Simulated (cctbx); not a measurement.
# Accept or mend?

Cell a = 10.0020 Å, b = 10.0020 Å, c = 24.0980 Å, α = 90.00°, β = 90.00°, γ = 120.00°; space group P6_3/mmc (no. 194).

The data are simulated with cctbx, not measured: Mo Kα, λ = 0.71073 Å, to d = 0.77 Å, 95 % of the full sphere, strongest reflection 70000 counts, noise from counting, a 6 % proportional error and a noise floor of 8 counts (s.d.); no absorption, and some extinction, which the refinements don't model.

An anisotropic refinement with weights 1/σ² prints:

```text
Rint 0.053, 964 unique reflections to 0.77 A
cycle     R1     wR2    GooF  max shift (A)
   1  0.0550  0.1688   8.137   0.00404
   2  0.0298  0.0848   4.089   0.00003
final R1 0.0298 wR2 0.0848 GooF 4.089  parameters 37  data/parameter 26.1
atom        x        y        z      Ueq    occ   su(xyz)  su(Uiso or U11)
Yb1    0.57880  0.78940  0.02867   0.0096  1.000  0.00006  0.0003
Yb2    0.45881  0.91761  0.16711   0.0123  1.000  0.00006  0.0003
Yb3    0.26314  0.13157  0.38404   0.0046  1.000  0.00005  0.0003
Yb4    0.66667  0.33333  0.38582   0.0104  1.000  0.00004  0.0003
Yb5    0.74624  0.87312  0.25000   0.0095  1.000  0.00008  0.0004
Cd1    0.66667  0.33333  0.75000   0.0083  1.000  0.00000  0.0006
Cu1    0.52588  0.47412  0.44812   0.0105  1.000  0.00009  0.0005
Mg1    0.22702  0.77298  0.75000   0.0171  1.000  0.00041  0.0022
difference map: max 38.04 min -2.03 rms 0.49
Q1    0.0000  0.0000  0.0000    2   38.04  3.61 A from Yb3
Q2    0.1306  0.2611  0.6305   12    1.40  0.35 A from Yb3
Q3    0.0483  0.0966  0.0321   12    1.23  2.81 A from Yb1
Q4    0.2100  0.4200  0.0485   12    1.19  0.48 A from Yb1
Q5    0.3333  0.6667  0.6334    4    1.10  0.46 A from Yb4
Q6    0.2962  0.5923  0.7500    6    1.02  1.20 A from Mg1
```

Q: Accept it or mend it, and why?

Mend it. The fault: an atom left out, Mg at (0, 0, 1/2). Against the right model at the same level, R1 goes from 0.0109 to 0.0298 and GooF from 1.03 to 4.09 and the top difference peak, 38.0 e/Å³, lies 3.61 Å from Yb3. Q1 is the missing atom. With scattering power missing, scale and phases suffer, so peaks may also grow on the heavy atoms.

The compound is Yb23Mg4CdCu6. The right model at the same level gives:

```text
Rint 0.053, 964 unique reflections to 0.77 A
cycle     R1     wR2    GooF  max shift (A)
   1  0.0458  0.1484   7.163   0.00553
   2  0.0109  0.0214   1.032   0.00009
final R1 0.0109 wR2 0.0214 GooF 1.032  parameters 39  data/parameter 24.7
atom        x        y        z      Ueq    occ   su(xyz)  su(Uiso or U11)
Yb1    0.57882  0.78941  0.02869   0.0102  1.000  0.00001  0.0001
Yb2    0.45879  0.91759  0.16709   0.0130  1.000  0.00002  0.0001
Yb3    0.26311  0.13156  0.38400   0.0052  1.000  0.00001  0.0001
Yb4    0.66667  0.33333  0.38581   0.0112  1.000  0.00001  0.0001
Yb5    0.74625  0.87312  0.25000   0.0101  1.000  0.00002  0.0001
Cd1    0.66667  0.33333  0.75000   0.0087  1.000  0.00000  0.0001
Cu1    0.52578  0.47422  0.44813   0.0112  1.000  0.00002  0.0001
Mg1    0.00000  0.00000  0.50000   0.0148  1.000  0.00000  0.0008
Mg2    0.22677  0.77323  0.75000   0.0174  1.000  0.00010  0.0006
difference map: max 0.87 min -2.42 rms 0.27
Q1    0.2962  0.5924  0.7500    6    0.87  1.20 A from Mg2
Q2    0.2295  0.5825  0.6805   24    0.72  1.86 A from Yb4
Q3    0.0710  0.4392  0.0491   24    0.62  1.43 A from Cu1
Q4    0.2564  0.6282  0.5405   12    0.62  1.80 A from Cu1
Q5    0.2168  0.5510  0.2500   12    0.62  1.16 A from Cd1
Q6    0.0921  0.2719  0.7500   12    0.60  1.63 A from Mg2
```

The model is made up (kin elements in a known structure type, no relaxation), so it says nothing on whether the phase exists.

[Middle refinement cycles are left out of these outputs.]

[Logs are printed without paths, hosts, clocks, repeated set-up lines and the standing remarks that a program may print on its own settings, such as how far it seeks lower states.]
